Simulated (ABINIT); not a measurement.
The system is MoS2.

```
Mo S
1.0
     1.58000    0.91221    6.15000
    -1.58000    0.91221    6.15000
     0.00000   -1.82443    6.15000
Mo S
1 2
Direct
  0.00000 0.00000 0.00000
  0.41700 0.41700 0.41700
  0.25000 0.25000 0.25000
```

Measurements of this composition are mostly on another form, of space group No. 194.

```yaml
Program: ABINIT 10.8.3 (patched build)
Task: single point
Functional: PBEsol
Potentials_or_basis: PseudoDojo NC SR PBEsol v0.4.1 standard
Cutoff: 1088 eV
k_mesh: 10 × 10 × 10
Occupations: fermi-dirac, width 0.05 eV
Spin: no spin polarisation
```

On this cell: pressure 0.4 GPa; largest force 0.268 eV/Å; band gap on the k mesh 0.91 eV, indirect (least direct gap 1.96 eV).

The same run follows on a disturbed copy (atoms moved at random, drawn with an rms of 0.05 Å):

```xyz
3
Lattice="1.5800 0.9122 6.1500 -1.5800 0.9122 6.1500 0.0000 -1.8244 6.1500" Properties=species:S:1:pos:R:3 pbc="T T T"
Mo    0.0102   -0.0081   -0.0121
S    -0.0599   -0.0380    7.7439
S    -0.0031   -0.0316    4.5895
```

**Question.** What does the disturbed cell give?

**Answer.** The energy moves by +16.8 meV/atom; pressure -2.9 GPa; largest force 1.196 eV/Å; band gap on the k mesh 0.85 eV, indirect (least direct gap 1.90 eV).

Forces on the atoms (eV/Å):
```
Mo  -0.769 -0.505  0.765
S    0.607  0.251 -0.811
S    0.162  0.254  0.046
```

Stress tensor (GPa, compression positive):
```
-3.04 -0.66  2.06
-0.66 -2.11  0.02
 2.06  0.02 -3.62
```

A k mesh can miss the band edges.
